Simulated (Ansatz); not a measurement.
# Relaxed lattice of TiAl3 against the functional

Method: plane-wave DFT with PAW (Ansatz; 420 eV, 500 eV for r²SCAN). Each run relaxes cell and atoms to zero pressure from this start:

```
Ti Al
1.0
     2.83968    0.00000    0.00000
     0.00000    4.68126    0.00000
     0.00000    0.00000    4.90074
Ti Al
1 3
Cartesian
  0.0000 2.3406 0.8131
  1.4198 2.3406 3.2701
  1.4198 0.0000 1.6217
  0.0000 0.0000 4.0965
```

| Property | Result |
| --- | --- |
| Γ-centred k-mesh | 14×10×10 |
| occupation rule | Gaussian smearing, 0.1 eV |
| spin treatment | unpolarised |

Lengths are those of the conventional cell, space group Pmm2.

**Question.** Order by relaxed volume, smallest first.
A. PBEsol
B. LDA
C. r2SCAN
D. PBE

**Answer.** B (15.46 Å³/atom), A (15.90 Å³/atom), C (15.95 Å³/atom), D (16.28 Å³/atom).

```tsv
functional	a (Å)	b (Å)	c (Å)	volume (Å³/atom)	gap on mesh (eV)
LDA	2.754	4.632	4.850	15.46	metal
PBEsol	2.782	4.671	4.894	15.90	metal
PBE	2.804	4.712	4.930	16.28	metal
r2SCAN	2.785	4.675	4.902	15.95	metal
```

This form isn't the usual stable structure of the compound.

Cost: 4 runs of about 25 core-minutes in all, on Intel Xeon Processor @ 2.50GHz (Skylake/Cascade Lake) (shared hosts).